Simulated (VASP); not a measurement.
Write the native input for VASP 6.6.1 that does the following.

* Task: single point
* Functional: r2SCAN
* Potentials or basis: VASP PAW PBE potentials, release 64 (Sr_sv, Cl)
* Cutoff: 520 eV
* k mesh: 6 × 6 × 6
* Occupations: gaussian, width 0.05 eV
* Spin: no spin polarisation
* Dipole correction: no
* Further INCAR settings: ALGO = Normal; EDIFF = 1e-06; NBANDS = 19

The system is SrCl2.

```
Sr Cl
1.0
     0.00000    3.45065    3.48550
     3.48550    0.00000    3.48550
     3.48550    3.45065    0.00000
Sr Cl
1 2
Direct
  0.00000 0.00000 0.00000
  0.25000 0.25000 0.25000
  0.75000 0.75000 0.75000
```

The cell isn't the ideal one: strain -0.0100 x Voigt [0, 1, 0, 0, 0, 0], atoms carried along.

These files were run (other wordings do the same):

POSCAR

```
SrCl2
1.0
    0.0000000000      3.4506450000      3.4855000000
    3.4855000000      0.0000000000      3.4855000000
    3.4855000000      3.4506450000      0.0000000000
Sr Cl
1 2
Direct
    0.0000000000      0.0000000000      0.0000000000
    0.2500000000      0.2500000000      0.2500000000
    0.7500000000      0.7500000000      0.7500000000
```

INCAR.step1

```
SYSTEM = SrCl2
PREC = Accurate
ENCUT = 520
ISMEAR = 0
SIGMA = 0.05
LREAL = .False.
LASPH = .True.
NELM = 100
NBANDS = 19
GGA = PE
ALGO = Normal
EDIFF = 1E-4
LWAVE = .True.
LCHARG = .False.
```

INCAR.step2

```
SYSTEM = SrCl2
PREC = Accurate
ENCUT = 520
EDIFF = 1E-6
ISMEAR = 0
SIGMA = 0.05
LREAL = .False.
LASPH = .True.
NELM = 100
ALGO = Normal
ISIF = 2
LWAVE = .False.
LCHARG = .False.
METAGGA = R2SCAN
LMIXTAU = .True.
NBANDS = 19
ISTART = 1
```

KPOINTS

```
Automatic mesh
0
Gamma
  6 6 6
  0 0 0
```

Potentials or basis: VASP PAW PBE potentials, release 64 (Sr_sv, Cl).

The run is started by

```console
$ cat potpaw_PBE.64/Sr_sv/POTCAR potpaw_PBE.64/Cl/POTCAR > POTCAR
$ cp INCAR.step1 INCAR
$ mpirun -np 1 vasp_std > vasp.out
$ cp INCAR.step2 INCAR
$ mpirun -np 1 vasp_std > vasp.out
```

It gave:

| Property | Result |
| --- | --- |
| Pressure | 0.8 GPa |
| Band gap on the k mesh | 5.94 eV, direct |

Caveat: the PAW data sets were made with another functional, which shifts forces and pressure a little.

Wall time 70 s on 1 thread of Intel(R) Xeon(R) 6975P-C (Granite Rapids), on a shared host, peak memory 0.25 GiB.
